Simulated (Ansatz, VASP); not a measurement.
# MoS2: VASP beside Ansatz

The input INCAR:

```
SYSTEM = MoS2
PREC = Accurate
ENCUT = 520
EDIFF = 1E-7
ISMEAR = -1
SIGMA = 0.05
LREAL = .False.
LASPH = .True.
NELM = 80
ALGO = Normal
ISIF = 2
LWAVE = .False.
LCHARG = .False.
GGA = PE
NBANDS = 20
```

The input KPOINTS:

```
regular mesh
0
Gamma
  10 10 10
  0 0 0
```

POSCAR

```
MoS2
1.0
    1.6165961300      0.9333422108      6.2349290104
   -1.6165961300      0.9333422108      6.2349290104
    0.0000000000     -1.8666844216      6.2349290104
Mo S
1 2
Direct
    0.0000000000      0.0000000000      0.0000000000
    0.2500000000      0.2500000000      0.2500000000
    0.7500000000      0.7500000000      0.7500000000
```

File input.yaml:

```yaml
crystal:
  lattice:
    - [1.61659613, 0.9333422108, 6.2349290104]
    - [-1.61659613, 0.9333422108, 6.2349290104]
    - [0.0, -1.8666844216, 6.2349290104]
  atoms:
    - { symbol: Mo, position: [0.0, 0.0, 0.0] }
    - { symbol: S, position: [0.25, 0.25, 0.25] }
    - { symbol: S, position: [0.75, 0.75, 0.75] }
hamiltonian:
  xc: pbe
  pseudopotentials: { kind: paw }
kpoints:
  mp_grid: { grid: [10, 10, 10] }
scf:
  occupations: { method: fermi_dirac, width: 0.05 }
output:
  forces: true
  stress: true
  eigenvalues: true
```

Change from the starting cell: volume scaled by 1.06.

Alike in both runs: task single point; functional PBE; k mesh 10 × 10 × 10; occupations fermi-dirac, width 0.05 eV; no spin polarisation.

|  | VASP | Ansatz |
| --- | --- | --- |
| version | VASP 6.6.1 | Ansatz 0.2.0 |
| potentials or method | VASP PAW PBE potentials, release 64 (Mo_sv, S) | Ansatz PAW |
| plane-wave cutoff (eV) | 520 | 420 |
| valence electrons in the cell | 26 | 26 |

Ansatz gave:

```
gap on the k mesh at the Fermi level (eV)       : none
pressure (GPa)                                  : -0.6
largest component of the traceless stress (GPa) : 2.00
rms of the force components (eV/Å)              : 0.016
```

**Question.** Estimate VASP's values.

**Answer.** gap on the k mesh at the Fermi level (eV): none; pressure (GPa): -0.7; largest component of the traceless stress (GPa): 2.00; rms of the force components (eV/Å): 0.012.

Atom by atom the forces differ by 0.004 eV/Å (rms over components). A gap of «none» marks a metal or a gap that the smearing closes.
